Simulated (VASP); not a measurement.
Set up this calculation in VASP 6.6.1, as the native input.

```
Task                   : single point
Functional             : r2SCAN
Dispersion             : D3(BJ)
Potentials or basis    : VASP PAW PBE potentials, release 64 (O, H, C)
Cutoff                 : 520 eV
k mesh                 : 1 × 1 × 1
Occupations            : fermi-dirac, width 0.05 eV
Spin                   : no spin polarisation
Dipole correction      : no
Further INCAR settings : LREAL = Auto; ALGO = Normal; EDIFF = 1e-06; NBANDS = 47
```

Crystal: H14CO7.

```
O H C
1.0
     6.22308    0.00000    0.00000
     0.00000    6.22308    0.00000
     0.00000    0.00000    6.22308
O H C
7 14 1
Direct
  0.94469 0.84023 0.24714
  0.97819 0.10207 0.75599
  0.53854 0.37221 0.77744
  0.86010 0.47907 0.49929
  0.67904 0.18362 0.20286
  0.43578 0.79655 0.44823
  0.24946 0.68305 0.94021
  0.88339 0.73586 0.34775
  0.01448 0.75308 0.14151
  0.94546 0.99028 0.65460
  0.99063 0.23043 0.66804
  0.40576 0.42881 0.83725
  0.60213 0.28324 0.88477
  0.76199 0.46975 0.62342
  0.79478 0.38115 0.39596
  0.55977 0.11338 0.27597
  0.77939 0.06694 0.18607
  0.28741 0.77195 0.48421
  0.50790 0.67987 0.51950
  0.31030 0.99952 0.96377
  0.55029 0.82520 0.89775
  0.36999 0.83807 0.93602
```

The cell was built by a generator and needn't be a form met in nature.

These files were run (other wordings do the same):

POSCAR

```
H14CO7
1.0
    6.2230840000      0.0000000000      0.0000000000
    0.0000000000      6.2230840000      0.0000000000
    0.0000000000      0.0000000000      6.2230840000
O H C
7 14 1
Direct
    0.9446923744      0.8402264858      0.2471443419
   -0.0218059085      0.1020715774      0.7559917237
    0.5385432689      0.3722109488      0.7774441097
    0.8601040899      0.4790711486      0.4992862060
    0.6790363106      0.1836227825      0.2028576185
    0.4357807158      0.7965503921      0.4482343481
    0.2494583072      0.6830536114      0.9402090668
    0.8833883650      0.7358570124      0.3477536218
    1.0144809230      0.7530831980      0.1415054015
   -0.0545388749     -0.0097218678      0.6545950529
   -0.0093683453      0.2304323708      0.6680449758
    0.4057634446      0.4288066817      0.8372536832
    0.6021291051      0.2832357718      0.8847703165
    0.7619855364      0.4697510109      0.6234207991
    0.7947827797      0.3811454256      0.3959612308
    0.5597706860      0.1133842963      0.2759724921
    0.7793884833      0.0669442996      0.1860653014
    0.2874137646      0.7719484423      0.4842132936
    0.5078992988      0.6798719092      0.5195012634
    0.3102963097      0.9995204950      0.9637665183
    0.5502898563      0.8252017810      0.8977542325
    0.3699933988      0.8380732126      0.9360150048
```

INCAR.step1

```
SYSTEM = H14CO7
  PREC = Accurate
  ENCUT = 520
  ISMEAR = -1
  SIGMA = 0.05
  LREAL = Auto
  LASPH = .True.
  NELM = 60
  NBANDS = 47
  GGA = PE
  ALGO = Normal
  EDIFF = 1E-4
  LWAVE = .True.
  LCHARG = .False.
```

INCAR.step2

```
SYSTEM = H14CO7
  PREC = Accurate
  ENCUT = 520
  EDIFF = 1E-6
  ISMEAR = -1
  SIGMA = 0.05
  LREAL = Auto
  LASPH = .True.
  NELM = 60
  ALGO = Normal
  ISIF = 2
  LWAVE = .False.
  LCHARG = .True.
  METAGGA = R2SCAN
  LMIXTAU = .True.
  IVDW = 12
  VDW_S6 = 1.0
  VDW_S8 = 0.78981345
  VDW_A1 = 0.49484001
  VDW_A2 = 5.73083694
  LELF = .True.
  LVHAR = .True.
  NBANDS = 47
  ISTART = 1
```

KPOINTS

```
regular mesh
0
Gamma
  1 1 1
  0 0 0
```

Potentials or basis: VASP PAW PBE potentials, release 64 (O, H, C).

Launch:

```bash
$ cat potpaw_PBE.64/O/POTCAR potpaw_PBE.64/H/POTCAR potpaw_PBE.64/C/POTCAR > POTCAR
$ cp INCAR.step1 INCAR
$ mpirun -np 1 vasp_gam > vasp.out
$ cp INCAR.step2 INCAR
$ mpirun -np 1 vasp_gam > vasp.out
```

It gave:

```yaml
Pressure: -0.7 GPa
Largest_force: 1.168 eV/Å
Band_gap_on_the_k_mesh: 4.45 eV, direct
Dispersion_energy_per_atom: -0.017 eV
```

Caveat: the standard files for N, O and F lose accuracy on very short bonds; the PAW data sets were made with another functional, which shifts forces and pressure a little.

Run time: 82 s on 1 thread of Intel(R) Xeon(R) 6975P-C (Granite Rapids) (shared host), peak memory 0.32 GiB.
